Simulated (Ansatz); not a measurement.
# BP (F-43m) in Ansatz: further runs

One crystal, BP, is run at these levels: r2SCAN+rVV10; tasks: single point, equation of state.

Everything below comes from runs of Ansatz 0.2.0. Logs are shortened: lines on timing, memory, paths and dates and some standing lists are left out, and cuts for length are marked.

**What was measured.**

From “Equation of state of single-crystal cubic boron phosphide”, 2014, arxiv:1407.1677, for a bulk crystal of BP at 300 K: bulk modulus 179 ± 1 GPa.

How close the calculation comes is told below.

### 1 The structure

Symmetry: F-43m, No. 216, cubic system. Conventional cell: a = 4.538 Å, b = 4.538 Å, c = 4.538 Å, α = 90.00°, β = 90.00°, γ = 90.00°. Around P (site symmetry -43m) lie 4 B at 1.97 Å. B (site symmetry -43m) has 4 P at 1.97 Å as nearest neighbours.

### 2 Single point, r2SCAN+rVV10, 10.98 Å³/atom (volume scaled by 0.94)

input.yaml reads:

```yaml
crystal:
  lattice:
    - [0.0, 2.2226808807, 2.2226808807]
    - [2.2226808807, 0.0, 2.2226808807]
    - [2.2226808807, 2.2226808807, 0.0]
  atoms:
    - { symbol: P, position: [0.75, 0.75, 0.75] }
    - { symbol: B, position: [0.0, 0.0, 0.0] }
hamiltonian:
  xc: r2scan
  pseudopotentials: { kind: paw }
  dispersion: rvv10
kpoints:
  mp_grid: { grid: [10, 10, 10] }
scf:
  occupations: { method: fermi_dirac, width: 0.05 }
output:
  forces: true
  stress: true
  eigenvalues: true
  write_density: true
  write_potential: true
  elf: true
  volumetric_format: npy
```

Potentials or basis: Ansatz PAW.

Run with:

```
$ ansatz run input.yaml --threads 2 --pin off --max-ram 5120MiB --backend cpu --events-out ev --progress --plain --runs-dir out
```

Output:

```text
Warning: RAYON_NUM_THREADS=2 ignored (pool sized by the plan → 2); use --threads N
Engine: ansatz 0.2.0, x86_64-unknown-linux-gnu
Pseudopotentials: kind: paw
Pseudopotential: P, paw, valence charge 5, recommended cutoff 500 eV (meta_gga), P.paw.azcp
Pseudopotential: B, paw, valence charge 3, recommended cutoff 500 eV (meta_gga), B.paw.azcp
Functional definition: r2SCAN+rVV10
  parameter k0 = 0.174
  parameter k1 = 0.065
  parameter a1 = 4.9479
  exchange = r2scan_x(k0 = k0, k1 = k1, a1 = a1)
  correlation = r2scan_c + rvv10(11.95, 0.0093)
Crystal: 2 atoms, lattice volume = 21.961 Å³
Basis set: ecut = 500 eV, 537 PW (Γ), exchange–correlation on 108×108×108 points (64 copies of the dense FFT grid, shifted against one another)
Bands: 8, of which v1, the nominal top of the filled ones, is band 4 counted from 1 (3 counted from 0)
Symmetry: 24 space group operations
Space group: F-43m (ITA 216), of the structure as read, at distance tolerance 2.8e-5 Å
k-points: 47 of 1000 (time reversal used)
Non-local potential: P, projectors of the file, l = 0: 2, l = 1: 2, l = 2: 2
Non-local potential: B, projectors of the file, l = 0: 2, l = 1: 2, l = 2: 1
PAW form: soft (Blöchl's): semilocal exchange-correlation on the pseudo side does not see the compensation charge
rVV10 density: all electrons in the spheres
PAW frozen core: P, regenerated for the run's functional (the file was generated under x = pbe(κ = 0.804, μ = 0.2195149727645171), c = pbe(β = 0.06672455060314922))
PAW frozen core: B, regenerated for the run's functional (the file was generated under x = pbe(κ = 0.804, μ = 0.2195149727645171), c = pbe(β = 0.06672455060314922))
PAW one-centre angular grid: P, 302 points (default); XC on 160 Gauss nodes
PAW one-centre angular grid: B, 302 points (default); XC on 160 Gauss nodes
Initial density: superposition of atomic densities (neutral atoms: chi_scale 0, normalization atom), corrected by the library's trained network
Initial wavefunctions: pseudopotential atomic-orbital guess
Functional: x = r2scan, c = r2scan + rvv10(b = 11.95, C = 0.0093); τ floored in thin density (d = 2e-4 eV/Å³)
SCF iter   1: F=—  HF=-916.018698 eV  |F-HF|=—  |Δ(HF+E_count)|=         —  Δρ=4.38e-3  dr2=2.45e-3  dr2_τ=1.56e-1  ethr=1.77e-3  ⟨swp⟩=6.1  Hψ=3529  notcnv=0
preconditioner: auto → none  [insulator: Δε(μ)=1.249 eV  Ē_g=14.079 eV  σ=0.050 eV  W_gap=1.00  n_scr=0 (ndim 8)  ℏωp=22.4 eV  f_vac=0.000  D(μ)=0.00/eV (n_scr^D=0)  ε∞_Penn≈3.5]
SCF iter   2: F=—  HF=-916.058191 eV  |F-HF|=—  |Δ(HF+E_count)|=   3.95e-2  Δρ=3.00e-3  dr2=9.55e-4  dr2_τ=4.50e-5  ethr=3.07e-5  ⟨swp⟩=2.1  Hψ=1139  notcnv=0
SCF iter   3: F=—  HF=-916.058267 eV  |F-HF|=—  |Δ(HF+E_count)|=   7.64e-5  Δρ=8.69e-4  dr2=1.61e-4  dr2_τ=1.20e-5  ethr=1.19e-5  ⟨swp⟩=2.1  Hψ=567  notcnv=0
SCF iter   4: F=—  HF=-916.058235 eV  |F-HF|=—  |Δ(HF+E_count)|=   3.23e-5  Δρ=1.70e-4  dr2=3.25e-6  dr2_τ=4.32e-7  ethr=2.02e-6  ⟨swp⟩=2.6  Hψ=566  notcnv=0
SCF iter   5: F=—  HF=-916.058235 eV  |F-HF|=—  |Δ(HF+E_count)|=   4.43e-7  Δρ=2.59e-5  dr2=3.45e-8  dr2_τ=1.66e-8  ethr=4.07e-8  ⟨swp⟩=2.1  Hψ=561  notcnv=0
SCF iter   6: F=-916.058235 eV  HF=-916.058235 eV  |F-HF|=2.21e-9  |Δ(HF+E_count)|=   1.02e-7  Δρ=7.74e-6  dr2=6.29e-9  dr2_τ=3.52e-10  ethr=4.31e-10  ⟨swp⟩=6.9  Hψ=2651  notcnv=0
SCF 1 converged in 6 iterations: F = -916.058235 eV  dr2 = 6.29e-9
SCF converged after 6 iterations
Free energy (F): -916.058235 eV
Harris-Foulkes:  -916.058235 eV  (|F-HF|=2.21e-9)
Internal energy: -916.058235 eV  (E = F + TS)
E sigma→0 (E₀):  -916.058235 eV
Entropy (-TS):   -0.000000 eV (-0.000 meV/atom)
Fermi energy:    10.734693 eV
--- Per-component energies (eV) ---
  E_band       = 23.956405
  E_kinetic    = 124.592298
  E_local      = -62.369218  (includes V_loc(G=0)·N_el)
  E_nonlocal   = 44.563547
  E_hartree    = 16.256614
  E_xc         = -91.547935
  E_vxc        = -109.589466  (∫ρ·V_xc dr)
  E_paw        = -656.003294  (= ΣΔE_a)
  E_vpaw       = -10.750010  (= ΣTr[D̂ρ^β])
  E_aug_tail   = -0.000001  (compensation charges beyond the density's cutoff)
  E_vtau       = 4.996072  (kinetic-family band-sum trace: ∫τ·v_τ [+ j·A + Jᵃ·Aᵃ] dr)
  E_ewald      = -291.440962
  E_core_change = -0.109284  (= ΣΔE_core)
  E_smearing   = -0.000000  (= −TS)
  E_closure    = 0.000000  (closes the sum)
  Σ components = -916.058235   (vs F -916.058235, Δ=0.00e0)
--- Forces (eV/Å), atoms counted from 1 ---
  atom   1  P      0.00000000    -0.00000000     0.00000000
  atom   2  B     -0.00000000     0.00000000     0.00000000
  max |Σ_I F_I| component: 2.41e-16 eV/Å
--- Stress (GPa, compression-positive) ---
       10.892691      -0.000000      -0.000000
       -0.000000      10.892691       0.000000
       -0.000000       0.000000      10.892691
  P = ⅓ Tr σ = 10.8927 GPa (108.927 kbar)
--- Band table (eV; the first three rows and the last of 47) ---
  k-point 0: bands = ["-6.7674", "10.1038", "10.1038", "10.1038", "13.7996", "13.7996", "13.7996", "19.0827"]
  k-point 1: bands = ["-6.5682", "8.6774", "9.7731", "9.7731", "14.2580", "14.2580", "14.3550", "19.5575"]
  k-point 2: bands = ["-5.9775", "6.1099", "9.1512", "9.1512", "14.7143", "15.0456", "15.0456", "20.6030"]
  k-point 46: bands = ["-0.9474", "1.1240", "3.9397", "4.1021", "15.0425", "16.0296", "19.1986", "19.7380"]
```

Wall time 3.6 s (2 threads of Intel Xeon Platinum 8259CL at 2.50GHz (Skylake/Cascade Lake), shared host); peak memory 0.49 GiB.

What came out:

```yaml
Free_energy: -916.0582 eV
Pressure: 10.9 GPa
Band_gap_on_the_k_mesh: 1.31 eV, indirect (least direct gap 3.70 eV)
```

Caveat: the PAW data sets come from PBE, with cores solved anew for the run's functional, which leaves a small shift of forces and pressure.

### 3 Single point, r2SCAN+rVV10, 11.21 Å³/atom (volume scaled by 0.96)

input.yaml reads:

```yaml
crystal:
  lattice:
    - [0.0, 2.2383340787, 2.2383340787]
    - [2.2383340787, 0.0, 2.2383340787]
    - [2.2383340787, 2.2383340787, 0.0]
  atoms:
    - { symbol: P, position: [0.75, 0.75, 0.75] }
    - { symbol: B, position: [0.0, 0.0, 0.0] }
hamiltonian:
  xc: r2scan
  pseudopotentials: { kind: paw }
  dispersion: rvv10
kpoints:
  mp_grid: { grid: [10, 10, 10] }
scf:
  occupations: { method: fermi_dirac, width: 0.05 }
output:
  forces: true
  stress: true
  eigenvalues: true
```

Potentials or basis: Ansatz PAW.

Run with:

```
$ ansatz run input.yaml --threads 2 --pin off --max-ram 5120MiB --backend cpu --events-out ev --progress --plain --runs-dir out
```

Run time: 3.6 s. Hardware: 2 threads of Intel Xeon Platinum 8259CL at 2.50GHz (Skylake/Cascade Lake), shared host; peak memory 0.48 GiB.

The run converged. Its results:

```yaml
Free_energy: -916.0837 eV
Pressure: 6.6 GPa
Band_gap_on_the_k_mesh: 1.33 eV, indirect (least direct gap 3.66 eV)
```

Caveat: the PAW data sets come from PBE, with cores solved anew for the run's functional, which leaves a small shift of forces and pressure.

### 4 Single point, r2SCAN+rVV10, 11.45 Å³/atom (volume scaled by 0.98)

Changes to input.yaml since step 3:

```diff
@@ -2,5 +2,5 @@
   lattice:
-    - [0.0, 2.2383340787, 2.2383340787]
-    - [2.2383340787, 0.0, 2.2383340787]
-    - [2.2383340787, 2.2383340787, 0.0]
+    - [0.0, 2.2537713532, 2.2537713532]
+    - [2.2537713532, 0.0, 2.2537713532]
+    - [2.2537713532, 2.2537713532, 0.0]
   atoms:
```

Run with:

```
$ ansatz run input.yaml --threads 2 --pin off --max-ram 5120MiB --backend cpu --events-out ev --progress --plain --runs-dir out
```

Wall time 4.2 s (2 threads of Intel Xeon Platinum 8259CL at 2.50GHz (Skylake/Cascade Lake), shared host); peak memory 0.48 GiB.

It converged, with:

```yaml
Free_energy: -916.0972 eV
Pressure: 2.7 GPa
Band_gap_on_the_k_mesh: 1.36 eV, indirect (least direct gap 3.63 eV)
```

Caveat: the PAW data sets come from PBE, with cores solved anew for the run's functional, which leaves a small shift of forces and pressure.

### 5 Single point, r2SCAN+rVV10, 11.68 Å³/atom

Changes to input.yaml since step 4:

```diff
@@ -2,5 +2,5 @@
   lattice:
-    - [0.0, 2.2537713532, 2.2537713532]
-    - [2.2537713532, 0.0, 2.2537713532]
-    - [2.2537713532, 2.2537713532, 0.0]
+    - [0.0, 2.269, 2.269]
+    - [2.269, 0.0, 2.269]
+    - [2.269, 2.269, 0.0]
   atoms:
@@ -20 +20,5 @@
   eigenvalues: true
+  write_density: true
+  write_potential: true
+  elf: true
+  volumetric_format: npy
```

Run with:

```
$ ansatz run input.yaml --threads 2 --pin off --max-ram 5120MiB --backend cpu --events-out ev --progress --plain --runs-dir out
```

Run time: 4.1 s. Hardware: 2 threads of Intel Xeon Platinum 8259CL at 2.50GHz (Skylake/Cascade Lake), shared host; peak memory 0.49 GiB.

The run converged. Its results:

```yaml
Free_energy: -916.0999 eV
Pressure: -0.8 GPa
Band_gap_on_the_k_mesh: 1.39 eV, indirect (least direct gap 3.59 eV)
```

Caveat: the PAW data sets come from PBE, with cores solved anew for the run's functional, which leaves a small shift of forces and pressure.

### 6 Single point, r2SCAN+rVV10, 11.92 Å³/atom (volume scaled by 1.02)

Changes to input.yaml since step 5:

```diff
@@ -2,5 +2,5 @@
   lattice:
-    - [0.0, 2.269, 2.269]
-    - [2.269, 0.0, 2.269]
-    - [2.269, 2.269, 0.0]
+    - [0.0, 2.284026928, 2.284026928]
+    - [2.284026928, 0.0, 2.284026928]
+    - [2.284026928, 2.284026928, 0.0]
   atoms:
@@ -20,5 +20 @@
   eigenvalues: true
-  write_density: true
-  write_potential: true
-  elf: true
-  volumetric_format: npy
```

Potentials or basis: Ansatz PAW.

Run with:

```
$ ansatz run input.yaml --threads 2 --pin off --max-ram 5120MiB --backend cpu --events-out ev --progress --plain --runs-dir out
```

Run time: 3.9 s. Hardware: 2 threads of Intel Xeon Platinum 8259CL at 2.50GHz (Skylake/Cascade Lake), shared host; peak memory 0.48 GiB.

Results (log left out):

```
Free energy            : -916.0928 eV
Pressure               : -4.0 GPa
Band gap on the k mesh : 1.41 eV, indirect (least direct gap 3.57 eV)
```

Caveat: the PAW data sets come from PBE, with cores solved anew for the run's functional, which leaves a small shift of forces and pressure.

### 7 Single point, r2SCAN+rVV10, 12.15 Å³/atom (volume scaled by 1.04)

Changes to input.yaml since step 6:

```diff
@@ -2,5 +2,5 @@
   lattice:
-    - [0.0, 2.284026928, 2.284026928]
-    - [2.284026928, 0.0, 2.284026928]
-    - [2.284026928, 2.284026928, 0.0]
+    - [0.0, 2.2988586873, 2.2988586873]
+    - [2.2988586873, 0.0, 2.2988586873]
+    - [2.2988586873, 2.2988586873, 0.0]
   atoms:
@@ -20 +20,5 @@
   eigenvalues: true
+  write_density: true
+  write_potential: true
+  elf: true
+  volumetric_format: npy
```

Run with:

```
$ ansatz run input.yaml --threads 2 --pin off --max-ram 5120MiB --backend cpu --events-out ev --progress --plain --runs-dir out
```

Wall time 4.2 s (2 threads of Intel Xeon Platinum 8259CL at 2.50GHz (Skylake/Cascade Lake), shared host); peak memory 0.5 GiB.

Results (log left out):

* Free energy: -916.0767 eV
* Pressure: -6.9 GPa
* Band gap on the k mesh: 1.44 eV, indirect (least direct gap 3.54 eV)

Caveat: the PAW data sets come from PBE, with cores solved anew for the run's functional, which leaves a small shift of forces and pressure.

### 8 Single point, r2SCAN+rVV10, 12.38 Å³/atom (volume scaled by 1.06)

input.yaml reads:

```yaml
crystal:
  lattice:
    - [0.0, 2.3135014941, 2.3135014941]
    - [2.3135014941, 0.0, 2.3135014941]
    - [2.3135014941, 2.3135014941, 0.0]
  atoms:
    - { symbol: P, position: [0.75, 0.75, 0.75] }
    - { symbol: B, position: [0.0, 0.0, 0.0] }
hamiltonian:
  xc: r2scan
  pseudopotentials: { kind: paw }
  dispersion: rvv10
kpoints:
  mp_grid: { grid: [10, 10, 10] }
scf:
  occupations: { method: fermi_dirac, width: 0.05 }
output:
  forces: true
  stress: true
  eigenvalues: true
```

Run with:

```
$ ansatz run input.yaml --threads 2 --pin off --max-ram 5120MiB --backend cpu --events-out ev --progress --plain --runs-dir out
```

Run time: 3.2 s. Hardware: 2 threads of Intel Xeon Platinum 8259CL at 2.50GHz (Skylake/Cascade Lake), shared host; peak memory 0.47 GiB.

The run converged. Its results:

```
Free energy            : -916.0526 eV
Pressure               : -9.6 GPa
Band gap on the k mesh : 1.46 eV, indirect (least direct gap 3.51 eV)
```

Caveat: the PAW data sets come from PBE, with cores solved anew for the run's functional, which leaves a small shift of forces and pressure.

### 9 Equation of state, r2SCAN+rVV10

Potentials or basis: Ansatz PAW.

This step only gathers the single runs of the series.

Results:

```yaml
Equilibrium_volume: 11.63 Å³/atom
Bulk_modulus: 171 GPa
Pressure_derivative_of_the_bulk_modulus: 3.8
```

Energy against volume, from the lowest point:
```tsv
volume (Å³/atom)	energy (meV/atom)
10.981	20.83
11.214	8.12
11.448	1.36
11.682	0.00
11.915	3.56
12.149	11.59
12.383	23.67
```

Caveat: the PAW data sets were made with another functional, which shifts forces and pressure a little.

### 10 How close it comes

Step 9. A measured bulk modulus of BP is 179 GPa (300 K; “Equation of state of single-crystal cubic boron phosphide”, 2014, arxiv:1407.1677); the calculated 171 GPa misses it by -4.2 %. 3 values of this kind are on record (173 to 179 GPa); this one was drawn at random among those near their median, those with a stated uncertainty first. The fit is for a static lattice scaled at fixed shape and fixed fractional positions.
